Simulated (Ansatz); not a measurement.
**Density of states of Li**

```yaml
crystal:
  lattice:
    - [0.00000, 2.16683, 2.16683]
    - [2.16683, 0.00000, 2.16683]
    - [2.16683, 2.16683, 0.00000]
  atoms:
    - { symbol: Li, position: [0.00000, 0.00000, 0.00000] }
```

Structure from Materials Project entry mp-51 (possibly hypothetical), not relaxed further.

These are results of DFT, LDA, all-electron LAPW, scalar-relativistic (Ansatz 0.2.0), not measurements.

Sampling and basis: a Γ-centred 16×16×16 k mesh, Fermi–Dirac smearing of 0.08 eV, basis error target 0.5 meV/atom, no spin polarisation.

States per eV and cell, averaged over 0.4 eV, from -3.4 to 6.8 eV, with energies (bin centres) from the Fermi level; empty bins are left out. 

```
E (eV)  total
  -3.3   0.08
  -2.9   0.17
  -2.5   0.22
  -2.1   0.26
  -1.7   0.29
  -1.3   0.33
  -0.9   0.36
  -0.5   0.41
  -0.1   0.50
   0.3   0.51
   0.7   0.45
   1.1   0.42
   1.5   0.41
   1.9   0.33
   2.3   0.20
   2.7   0.06
   3.1   0.39
   3.5   0.75
   3.9   0.49
   4.3   0.46
   4.7   0.45
   5.1   0.42
   5.5   0.39
   5.9   0.41
   6.3   0.49
   6.7   0.53
```
